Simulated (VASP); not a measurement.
A run of VASP 6.6.1:

Contents of INCAR:

```
PREC     = Accurate       # precision mode
ENCUT    = 520            # plane-wave cutoff, eV
EDIFF    = 1E-6           # SCF threshold, eV
ISMEAR   = 0              # smearing method
SIGMA    = 0.05           # smearing width, eV
LREAL    = F              # projectors in reciprocal space
LASPH    = T              # aspherical terms in the spheres
NELM     = 100            # most SCF steps
ALGO     = Normal         # electronic algorithm
ISIF     = 2              # what is computed and relaxed
LWAVE    = F              # write WAVECAR
LCHARG   = F              # write CHGCAR
ISPIN    = 2              # spin polarisation
MAGMOM   = 0.5 0 0        # initial moments
LORBIT   = 11             # projections on sites
LMAXMIX  = 4              # l up to which the mixer works
METAGGA  = R2SCAN         # meta-GGA
LMIXTAU  = T            
NBANDS   = 22             # bands
```

File KPOINTS:

```
regular mesh
0
Gamma
  7 7 3
```

POSCAR

```
TaS2
1.0
    3.3500014000      0.0000000000      0.0000000000
   -1.6750007000      2.9011863100      0.0000000000
    0.0000000000      0.0000000000      5.8599987400
Ta S
1 2
Direct
    0.0000000000      0.0000000000      0.0000000000
    0.3333333333      0.6666666667      0.2500000000
    0.6666666667      0.3333333333      0.7500000000
```

Potentials or basis: VASP PAW PBE potentials, release 64 (Ta_pv, S).

Command:

```sh
$ cat potpaw_PBE.64/Ta_pv/POTCAR potpaw_PBE.64/S/POTCAR > POTCAR
$ mpirun -np 1 vasp_std > vasp.out
```

Hardware: 1 thread of AMD EPYC 9R45 96-Core Processor (Zen 5), on a shared host.

Task: How long does it take, and how much memory?

Result: Wall time 2.9 min on 1 thread of AMD EPYC 9R45 96-Core Processor (Zen 5), with other jobs on the host, peak memory 0.22 GiB. Counts: scf iterations 17, k points 20.
